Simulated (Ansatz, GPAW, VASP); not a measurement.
## Si2W: 3 runs at one level of theory

```
W Si
1.0
    -1.60690    1.60690    3.91495
     1.60690   -1.60690    3.91495
     1.60690    1.60690   -3.91495
W Si
1 2
Direct
  0.00000 0.00000 0.00000
  0.66530 0.66530 0.00000
  0.33470 0.33470 0.00000
```

Alike in all runs: task single point; functional PBE; k mesh 12 × 12 × 12; occupations gaussian, width 0.017 eV; no spin polarisation; no spin-orbit coupling. Pressure is positive in compression and, in plane waves, holds the error of the finite cutoff, which Ansatz's Pulay term estimates and takes out.

| program and potentials | plane-wave cutoff (eV) | notes | band gap (eV) | pressure (GPa) | largest force (eV/Å) |
| --- | --- | --- | --- | --- | --- |
| Ansatz, Ansatz PAW | 420 | Pulay term of +0.05 GPa included | no gap | 3.28 | 0.082 |
| GPAW, GPAW PAW data sets (gpaw-data 1.2.1) | 600 | - | no gap | 3.97 | 0.093 |
| VASP, PBE PAW files Si, W_sv, 520 eV | 520 | - | no gap | 3.38 | 0.084 |

Force on atom 3 (Si), eV/Å:

```tsv
program and potentials	x	y	z
Ansatz, Ansatz PAW	0.000	0.000	-0.082
GPAW, GPAW PAW data sets (gpaw-data 1.2.1)	0.000	0.000	-0.093
VASP, PBE PAW files Si, W_sv, 520 eV	0.000	0.000	-0.084
```

None finds a gap. The pressure spans 3.28 (Ansatz, Ansatz PAW) to 3.97 GPa (GPAW, GPAW PAW data sets (gpaw-data 1.2.1)).

The functional is the same throughout but for its coding, so the spread measures potentials, basis and numerics; runs on potential files found faulty are left out.
